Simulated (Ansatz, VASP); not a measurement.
# GaP in VASP and in Ansatz

Contents of INCAR:

```
SYSTEM = GaP
PREC = Accurate ; ENCUT = 520
EDIFF = 1E-7 ; ISMEAR = 0
SIGMA = 0.05 ; LREAL = .FALSE.
LASPH = .TRUE. ; NELM = 100
ALGO = Normal ; ISIF = 2
LWAVE = .FALSE. ; LCHARG = .TRUE.
GGA = PS ; LELF = .TRUE.
LVHAR = .TRUE. ; NBANDS = 16
```

Contents of KPOINTS:

```
regular mesh
0
G
  10 10 10
  0 0 0
```

The input POSCAR:

```
GaP
1.0
    0.0000000000      2.7009931690      2.7009931690
    2.7009931690      0.0000000000      2.7009931690
    2.7009931690      2.7009931690      0.0000000000
Ga P
1 1
Direct
    0.0000000000      0.0000000000      0.0000000000
    0.7500000000      0.7500000000      0.7500000000
```

Input for Ansatz:

```yaml
crystal:
  lattice:
    - [0.0, 2.700993169, 2.700993169]
    - [2.700993169, 0.0, 2.700993169]
    - [2.700993169, 2.700993169, 0.0]
  atoms:
    - { symbol: Ga, position: [0.0, 0.0, 0.0] }
    - { symbol: P, position: [0.75, 0.75, 0.75] }
basis:
  ecutwfc: 420
  ecutrho_ratio: 4
kpoints:
  mp_grid: { grid: [10, 10, 10] }
hamiltonian:
  xc: pbesol
scf:
  occupations: { method: gaussian, width: 0.05 }
output:
  forces: true
  stress: true
  eigenvalues: true
```

Alike in both runs: task single point; functional PBEsol; k mesh 10 × 10 × 10; occupations gaussian, width 0.05 eV; no spin polarisation.

|  | VASP | Ansatz |
| --- | --- | --- |
| version | VASP 6.6.1 | Ansatz 0.2.0 |
| potentials or method | VASP PAW PBE potentials, release 64 (Ga_d, P) | scalar-relativistic, plane waves, PAW |
| plane-wave cutoff (eV) | 520 | 420 |
| valence electrons in the cell | 18 | 18 |

|  | VASP | Ansatz | Ansatz less VASP |
| --- | --- | --- | --- |
| gap on the k mesh at the Fermi level (eV) | 1.44 | 1.43 | -0.002 |
| least direct gap on the mesh (eV) | 1.97 | 1.96 | -0.008 |
| pressure (GPa) | 1.7 | 1.8 | +0.07 |

Caveats: the PAW data sets were made with another functional, which shifts forces and pressure a little (VASP). As with any semilocal functional, this PBEsol gap is likely too small. A k mesh can miss the band edges.
